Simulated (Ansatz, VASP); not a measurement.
**One calculation of TaC, two programs**

File INCAR:

```
  PREC = Accurate
  ENCUT = 520
  EDIFF = 1E-7
  ISMEAR = -1
  SIGMA = 0.05
  LREAL = F
  LASPH = T
  NELM = 100
  ALGO = Normal
  ISIF = 2
  LWAVE = F
  LCHARG = F
  GGA = PE
  NBANDS = 14
```

Contents of KPOINTS:

```
Automatic mesh
0
Gamma
  10 10 10
```

POSCAR

```
TaC
1.0
    0.0000000000      2.1929557765      2.1929557765
    2.1929557765      0.0000000000      2.1929557765
    2.1929557765      2.1929557765      0.0000000000
Ta C
1 1
Direct
    0.0000000000      0.0000000000      0.0000000000
    0.5000000000      0.5000000000      0.5000000000
```

File input.yaml:

```yaml
crystal:
  lattice:
    - [0.0, 2.1929557765, 2.1929557765]
    - [2.1929557765, 0.0, 2.1929557765]
    - [2.1929557765, 2.1929557765, 0.0]
  atoms:
    - { symbol: Ta, position: [0.0, 0.0, 0.0] }
    - { symbol: C, position: [0.5, 0.5, 0.5] }
hamiltonian:
  xc: pbe
  pseudopotentials: { kind: paw }
kpoints:
  mp_grid: { grid: [10, 10, 10] }
scf:
  occupations: { method: fermi_dirac, width: 0.05 }
output:
  forces: true
  stress: true
  eigenvalues: true
```

Change from the starting cell: volume scaled by 0.96.

Alike in both runs: task single point; functional PBE; k mesh 10 × 10 × 10; occupations fermi-dirac, width 0.05 eV; no spin polarisation.

|  | VASP | Ansatz |
| --- | --- | --- |
| version | VASP 6.6.1 | Ansatz 0.2.0 |
| potentials or method | VASP PAW PBE potentials, release 64 (Ta_pv, C) | Ansatz PAW |
| plane-wave cutoff (eV) | 520 | 420 |
| valence electrons in the cell | 15 | 17 |

```tsv
	VASP	Ansatz	Ansatz less VASP
gap on the k mesh at the Fermi level (eV)	none	none	-
pressure (GPa)	23.1	22.2	-0.90
```

A gap of «none» marks a metal or a gap that the smearing closes. The two sets of potentials don't hold the same shells in valence.

Caveats: the pressure holds a Pulay correction of +0.3 GPa for the finite cutoff (Ansatz). The runs have no spin-orbit coupling, so splittings on Ta are missing.
